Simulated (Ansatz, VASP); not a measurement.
# Two plane-wave programs on Fe

```
Fe
1.0
    -1.39290    1.39290    1.39290
     1.39290   -1.39290    1.39290
     1.39290    1.39290   -1.39290
Fe
1
Direct
  0.00000 0.00000 0.00000
```

Alike in both runs: functional PBEsol; k mesh 20 × 20 × 20; occupations gaussian, width 0.1 eV; collinear spin.

Ansatz relaxed the structure, and its values are those at the end. VASP's run is a single point on that final structure, the one shown.

```csv
,VASP,Ansatz
version,VASP 6.6.1,Ansatz 0.2.0
potentials or method,"VASP PAW PBE potentials, release 64 (Fe)","scalar-relativistic, plane waves, PAW"
plane-wave cutoff (eV),520,420
valence electrons in the cell,8,16
```

VASP gave:

- gap on the k mesh at the Fermi level (eV): none
- pressure (GPa): -0.1
- net moment per atom (μB): 2.09
- size of the moment on the site where the two differ most (μB): 2.07

Estimate Ansatz's values.

gap on the k mesh at the Fermi level (eV): none; pressure (GPa): 0.0; net moment per atom (μB): 2.08; size of the moment on the site where the two differ most (μB): 2.11.

Site moments also hang on the region over which each program counts them. A gap of «none» marks a metal or a gap that the smearing closes. The two sets of potentials don't hold the same shells in valence.

Caveats: the PAW data sets were made with another functional, which shifts forces and pressure a little (VASP).
